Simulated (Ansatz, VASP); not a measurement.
Given: the input of a run of Ansatz 0.2.0 on SiC (Moissanite 3C).

The input input.yaml:

```yaml
crystal:
  lattice:
    - [0.0, 2.1934308841, 2.1934308841]
    - [2.1934308841, 0.0, 2.1934308841]
    - [2.1934308841, 2.1934308841, 0.0]
  atoms:
    - { symbol: Si, position: [0.0, 0.0, 0.0] }
    - { symbol: C, position: [0.75, 0.75, 0.75] }
hamiltonian:
  xc: pbe
  pseudopotentials: { kind: paw }
kpoints:
  mp_grid: { grid: [10, 10, 10] }
scf:
  occupations: { method: fermi_dirac, width: 0.05 }
output:
  forces: true
  stress: true
  eigenvalues: true
```

Potentials or basis: Ansatz PAW.

The run is started by

```sh
$ ansatz run input.yaml --threads 1 --pin off --max-ram 3584MiB --backend cpu --events-out ev --progress --plain --runs-dir out
```

Task: Set up the same calculation for VASP 6.6.1. Potentials there: VASP PAW PBE potentials, release 64 (Si, C).

Result: As run (the cutoff follows the program's own potentials):

The input INCAR:

```
SYSTEM = SiC
PREC = Accurate
ENCUT = 520
EDIFF = 1E-7
ISMEAR = -1
SIGMA = 0.05
LREAL = .False.
LASPH = .True.
NELM = 60
ALGO = Normal
ISIF = 2
LWAVE = .False.
LCHARG = .False.
GGA = PE
NBANDS = 11
```

File KPOINTS:

```
Automatic mesh
0
Gamma
  10 10 10
  0 0 0
```

POSCAR

```
SiC
1.0
    0.0000000000      2.1934308841      2.1934308841
    2.1934308841      0.0000000000      2.1934308841
    2.1934308841      2.1934308841      0.0000000000
Si C
1 1
Direct
    0.0000000000      0.0000000000      0.0000000000
    0.7500000000      0.7500000000      0.7500000000
```

Potentials or basis: VASP PAW PBE potentials, release 64 (Si, C).

The run is started by

```bash
$ cat potpaw_PBE.64/Si/POTCAR potpaw_PBE.64/C/POTCAR > POTCAR
$ mpirun -np 1 vasp_std > vasp.out
```

Both were run:

|  | VASP | Ansatz | Ansatz less VASP |
| --- | --- | --- | --- |
| gap on the k mesh at the Fermi level (eV) | 1.38 | 1.38 | +0.002 |
| least direct gap on the mesh (eV) | 4.52 | 4.52 | +0.003 |
| pressure (GPa) | -1.1 | -1.0 | +0.05 |

The functional is the same, so the differences come from potentials, cutoffs and numerics.

A k mesh can miss the band edges.
